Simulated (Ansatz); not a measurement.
Zn:

```xyz
2
Lattice="2.6700 0.0000 0.0000 -1.3350 2.3123 0.0000 0.0000 0.0000 4.9660" Properties=species:S:1:pos:R:3 pbc="T T T"
Zn    1.3350    0.7708    3.7245
Zn    0.0000    1.5415    1.2415
```

| Quantity | Value |
| --- | --- |
| Program | Ansatz 0.2.0 |
| Task | relaxation of cell and atoms |
| Functional | PBEsol |
| Dispersion | D3(BJ) |
| Potentials or basis | Ansatz PAW |
| Cutoff | 420 eV (not typed: the program's choice for these potentials) |
| k mesh | 11 × 11 × 6 |
| Occupations | fermi-dirac, width 0.05 eV |
| Spin | no spin polarisation |

At the start: volume 15.33 Å³/atom.

Problem. How do energy, volume and symmetry change on relaxing?

Solution. It ends after 12 steps and the volume is 13.31 Å³/atom (-13.2 %); space group P6_3/mmc (No. 194, to 0.05 Å).

The path:
```tsv
step	energy change (eV)	largest force (eV/Å)	volume (Å³)
1	0.0000	0.0000	30.66
2	-0.1245	0.0000	27.86
3	-0.1478	0.0000	26.13
4	-0.1562	0.0000	26.05
5	-0.1588	0.0000	26.67
6	-0.1628	0.0000	26.71
7	-0.1629	0.0000	26.63
8	-0.1631	0.0000	26.61
9	-0.1631	0.0000	26.63
10	-0.1614	0.0000	26.63
11	-0.1614	0.0000	26.62
12	-0.1614	0.0000	26.62
```

Final structure:
```xyz
2
Lattice="2.6500 0.0000 0.0000 -1.3250 2.2950 0.0000 0.0000 0.0000 4.3766" Properties=species:S:1:pos:R:3 pbc="T T T"
Zn    1.3250    0.7650    3.2824
Zn    0.0000    1.5300    1.0941
```

Caveat: the plane-wave basis is chosen anew once the cell has moved, so the energies of steps on either side of that aren't comparable; pairwise dispersion overbinds metals, which lowers pressure and volume; the PAW data sets come from PBE, with cores solved anew for the run's functional, which leaves a small shift of forces and pressure.
